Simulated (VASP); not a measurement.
# WS2 (R3m) in VASP: notebook, part 2 of 2

VASP 6.6.1.

### 3 Band structure, r2SCAN

Contents of INCAR:

```
SYSTEM = WS2
PREC = Accurate
ENCUT = 520
EDIFF = 1E-6
ISMEAR = 0
SIGMA = 0.02
LREAL = .FALSE.
LASPH = .TRUE.
NELM = 60
ALGO = Normal
ISIF = 2
LWAVE = .FALSE.
LCHARG = .FALSE.
LMAXMIX = 4
METAGGA = R2SCAN
LMIXTAU = .TRUE.
```

Contents of KPOINTS:

```
regular mesh
0
G
  10 10 10
  0 0 0
```

Contents of POSCAR:

```
WS2
1.0
    1.5790000000      0.9116360751      6.1633333333
   -1.5790000000      0.9116360751      6.1633333333
    0.0000000000     -1.8232721501      6.1633333333
W S
1 2
Direct
    0.0000000000      0.0000000000      0.0000000000
    0.5810000000      0.5810000000      0.5810000000
    0.7503000000      0.7503000000      0.7503000000
```

Contents of KPOINTS_OPT:

```
path GLB1,BZGX,QFP1Z,LP
15
line-mode
reciprocal
 0.0000000000  0.0000000000  0.0000000000  G
 0.5000000000  0.0000000000  0.0000000000  L

 0.5000000000  0.0000000000  0.0000000000  L
 0.5000000000  0.1812521368 -0.1812521368  B1

 0.8187478632  0.5000000000  0.1812521368  B
 0.5000000000  0.5000000000  0.5000000000  Z

 0.5000000000  0.5000000000  0.5000000000  Z
 0.0000000000  0.0000000000  0.0000000000  G

 0.0000000000  0.0000000000  0.0000000000  G
 0.3406260684  0.0000000000 -0.3406260684  X

 0.6593739316  0.3406260684  0.0000000000  Q
 0.5000000000  0.5000000000  0.0000000000  F

 0.5000000000  0.5000000000  0.0000000000  F
 0.6593739316  0.6593739316  0.1812521368  P1

 0.6593739316  0.6593739316  0.1812521368  P1
 0.5000000000  0.5000000000  0.5000000000  Z

 0.5000000000  0.0000000000  0.0000000000  L
 0.8187478632  0.3406260684  0.3406260684  P
```

Potentials or basis: VASP PAW PBE potentials, release 64 (W_sv, S).

Started as:

```
> cat potpaw_PBE.64/W_sv/POTCAR potpaw_PBE.64/S/POTCAR > POTCAR
> mpirun -np 1 vasp_std > vasp.out
```

OUTCAR:

```text
SYSTEM = WS2
   PREC = Accurate
   ENCUT = 520
   EDIFF = 1E-6
   ISMEAR = 0
   LREAL = .FALSE.
   LASPH = .TRUE.
   NELM = 60
   ISIF = 2
   METAGGA = R2SCAN

 ion  position               nearest neighbor table
   1  0.000  0.000  0.000-   3 2.39   3 2.39   3 2.39   2 2.42   2 2.42   2 2.42
   2  0.581  0.581  0.581-   1 2.42   1 2.42   1 2.42
   3  0.750  0.750  0.750-   1 2.39   1 2.39   1 2.39

  LATTYP: Found a trigonal (rhomboedric) cell.
 ALAT       =     6.4273633094
 COS(alpha) =     0.8792940837

  Lattice vectors:

 A1 = (   1.5790000000,   0.9116360751,   6.1633333333)
 A2 = (  -1.5790000000,   0.9116360751,   6.1633333333)
 A3 = (   0.0000000000,  -1.8232721501,   6.1633333333)

Analysis of symmetry for initial positions (statically):
=====================================================================
 Subroutine PRICEL returns:
 Original cell was already a primitive cell.

 Routine SETGRP: Setting up the symmetry group for a
 trigonal (rhombohedral) supercell.

 Subroutine GETGRP returns: Found  6 space group operations
 (whereof  6 operations were pure point group operations)
 out of a pool of 12 trial point group operations.
[... 161 lines left out ...]
  ---------------------------------------------------
  free energy    TOTEN  =       -70.04650084 eV

  energy without entropy =      -70.04650084  energy(sigma->0) =      -70.04650084

 E-fermi :   7.4810     XC(G=0): -11.6643

 val. band max:        7.3768835228   @ k =   0.5000   0.5000   0.5000
 cond. band min:       8.5626902020   @ k =  -0.2000   0.2000   0.0000
 fundamental gap:      1.1858066792
 Fermi energy:         7.4810444959

 k-point     1 :       0.0000    0.0000    0.0000
  band No.  band energies     occupation
      1     -69.2499      2.00000
      2     -32.8602      2.00000
      3     -32.6769      2.00000
      4     -32.6769      2.00000
      5      -9.0326      2.00000
      6      -6.9642      2.00000
[... 457 lines left out ...]
      4     -32.7684      2.00000
      5      -7.1611      2.00000
      6      -6.5309      2.00000
[... 9 lines left out ...]
     16      10.7877      0.00000
     17      11.6746      0.00000

 [... further k-points ...]
[... 5 lines left out ...]
  --------------------------------------------------------------------------------------
  -------------------------------------------------------------------------------------
  Total        1.0534101      1.0534101      0.6523790      0.0000000      0.0000000      0.0000000
  in kB       31.7057139     31.7057139     19.6354118      0.0000000      0.0000000      0.0000000
  external PRESSURE =      27.6822799 kB  Pullay stress =       0.0000000 kB

 VOLUME and BASIS-vectors are now :
 -----------------------------------------------------------------------------
  energy-cutoff  :      520.00
  volume of cell :       53.23
      direct lattice vectors                 reciprocal lattice vectors
     1.579000000  0.911636075  6.163333333     0.316656111  0.182821491  0.054083288
    -1.579000000  0.911636075  6.163333333    -0.316656111  0.182821491  0.054083288
     0.000000000 -1.823272150  6.163333333     0.000000000 -0.365642982  0.054083288

 POSITION                                       TOTAL-FORCE (eV/Angst)
 -----------------------------------------------------------------------------------
      0.00000      0.00000      0.00000         0.000000     -0.000000     -0.620832
      0.00000      0.00000     10.74269         0.000000      0.000000      0.341728
      0.00000      0.00000     13.87305         0.000000      0.000000      0.279104
 -----------------------------------------------------------------------------------
    total drift:                                0.000000     -0.000000     -0.000074

  FREE ENERGIE OF THE ION-ELECTRON SYSTEM (eV)
  ---------------------------------------------------
  free  energy   TOTEN  =       -70.0465008362 eV

  energy  without entropy=      -70.0465008362  energy(sigma->0) =      -70.04650084
```

OSZICAR:

```text
N       E                     dE             d eps       ncg     rms          rms(c)
DAV:   1     0.151542538614E+03    0.15154E+03   -0.13711E+04  3944   0.156E+03
DAV:   2    -0.675364491074E+02   -0.21908E+03   -0.21514E+03  4880   0.390E+02
DAV:   3    -0.774020753035E+02   -0.98656E+01   -0.97487E+01  5078   0.767E+01
[... 26 lines left out ...]
       N       E                     dE             ncg
DAV:   1     0.682607425412E+05   -0.17659E+05      646
DAV:   2     0.640821460353E+05   -0.41786E+04      833
DAV:   3     0.639136645112E+05   -0.16848E+03      801
DAV:   4     0.639108127634E+05   -0.28517E+01      846
DAV:   5     0.639107687813E+05   -0.43982E-01      916
DAV:   6     0.639107674678E+05   -0.13135E-02      822
DAV:   7     0.639107674069E+05   -0.60892E-04      930
DAV:   8     0.639107674037E+05   -0.31832E-05      824
DAV:   9     0.639107674035E+05   -0.18534E-06      691
```

stdout:

```text
POSCAR found type information on POSCAR W S
 POSCAR found :  2 types and       3 ions
 scaLAPACK will be used
 -----------------------------------------------------------------------------
|                                                                             |
|                                                                             |
|     You enforced a specific xc type in the INCAR file but a different       |
|     I HOPE YOU KNOW WHAT YOU ARE DOING!                                     |
|                                                                             |
 -----------------------------------------------------------------------------

 LDA part: xc-table for (None), standard interpolation
 POSCAR, INCAR and KPOINTS ok, starting setup
 FFT: planning ... GRIDC
 FFT: planning ... GRID_SOFT
 FFT: planning ... GRID
 WAVECAR not read
 entering main loop
 Start KPOINTS_OPT (optional k-point list driver)
k-point batch [1-116\135]
k-point batch [117-135\135]
```

It took 30 min on 1 thread of Intel Xeon Platinum 8488C (Sapphire Rapids), shared host; peak memory 0.41 GiB.

Results:

```yaml
Free_energy: -70.0465 eV
Pressure: 2.8 GPa
Largest_force: 0.621 eV/Å
Band_gap_on_the_k_mesh: 1.19 eV, indirect (least direct gap 2.37 eV)
Band_gap_along_the_path: 1.13 eV, indirect (least direct gap 2.03 eV)
```

Forces on the atoms (eV/Å):
```
W    0.000  0.000 -0.621
S    0.000  0.000  0.342
S    0.000  0.000  0.279
```

Levels at the corners of the path, in eV from the valence-band top:
| point | band 10 | band 11 | band 12 | band 13 | band 14 | band 15 | band 16 | band 17 |
| --- | --- | --- | --- | --- | --- | --- | --- | --- |
| Γ | -2.44 | -2.44 | -1.71 | -1.24 | 2.33 | 2.33 | 2.67 | 2.67 |
| L | -4.38 | -2.76 | -1.98 | -1.81 | 2.44 | 2.75 | 3.94 | 4.07 |
| L | -4.38 | -2.76 | -1.98 | -1.81 | 2.44 | 2.75 | 3.94 | 4.07 |
| B1 | -4.89 | -4.29 | -3.24 | -0.73 | 1.36 | 2.74 | 3.74 | 5.19 |
| B | -4.89 | -4.29 | -3.24 | -0.73 | 1.36 | 2.74 | 3.74 | 5.19 |
| Z | -3.74 | -2.41 | -2.41 | 0.00 | 2.44 | 2.44 | 2.51 | 2.51 |
| Z | -3.74 | -2.41 | -2.41 | 0.00 | 2.44 | 2.44 | 2.51 | 2.51 |
| Γ | -2.44 | -2.44 | -1.71 | -1.24 | 2.33 | 2.33 | 2.67 | 2.67 |
| Γ | -2.44 | -2.44 | -1.71 | -1.24 | 2.33 | 2.33 | 2.67 | 2.67 |
| X | -4.90 | -4.22 | -3.28 | -0.71 | 1.33 | 2.74 | 3.70 | 5.23 |
| Q | -4.90 | -4.22 | -3.28 | -0.71 | 1.33 | 2.74 | 3.70 | 5.23 |
| F | -4.30 | -3.38 | -2.19 | -1.64 | 2.39 | 2.88 | 3.51 | 4.58 |
| F | -4.30 | -3.38 | -2.19 | -1.64 | 2.39 | 2.88 | 3.51 | 4.58 |
| P1 | -4.31 | -3.24 | -2.14 | -1.66 | 2.39 | 2.90 | 3.56 | 4.44 |
| P1 | -4.31 | -3.24 | -2.14 | -1.66 | 2.39 | 2.90 | 3.56 | 4.44 |
| Z | -3.74 | -2.41 | -2.41 | 0.00 | 2.44 | 2.44 | 2.51 | 2.51 |
| L | -4.38 | -2.76 | -1.98 | -1.81 | 2.44 | 2.75 | 3.94 | 4.07 |
| P | -4.31 | -3.24 | -2.14 | -1.66 | 2.39 | 2.90 | 3.56 | 4.44 |

Caveat: the PAW data sets were made with another functional, which shifts forces and pressure a little; spin-orbit coupling is left out, which moves the levels of the heavy elements. r2SCAN opens gaps a little over a GGA but as a rule still falls short of measured ones.

### 4 For comparison

An earlier run on the cell as given: functional PBEsol; potentials or basis VASP PAW PBE potentials, release 64 (W_sv, S); cutoff 520 eV; k mesh 10 × 10 × 10; occupations fermi-dirac, width 0.05 eV; no spin polarisation.

- Pressure: -0.5 GPa
- Largest force: 0.602 eV/Å
- Band gap on the k mesh: 1.03 eV, indirect (least direct gap 2.24 eV)

### 5 The runs side by side

```tsv
task	level	smearing	ladder	gap on the mesh (eV)	pressure (GPa)	largest force (eV/Å)
band structure	PBEsol	gaussian 0.02 eV	gaps	1.03	-0.5	0.60
band structure	r2SCAN	gaussian 0.02 eV	gaps	1.19	2.8	0.62
single point	PBEsol	fermi-dirac 0.05 eV	free	1.03	-0.5	0.60
```

Alike in all rows: potentials or basis VASP PAW PBE potentials, release 64 (W_sv, S); no spin polarisation; cell as given; k mesh 10 × 10 × 10; cutoff (eV) 520.

On the cell as given the gap runs from 0.98 eV (PBEsol) to 1.13 eV (r2SCAN). The pressure there spans -0.5 GPa (PBEsol) to 2.8 GPa (r2SCAN); a positive pressure means that this level wants a larger cell, a negative one a smaller.

Caveats: the PAW data sets were made with another functional, which shifts forces and pressure a little; spin-orbit coupling is left out, which moves the levels of the heavy elements.

Total energies depend on the potentials used, so only differences within one code and one set of settings carry meaning.
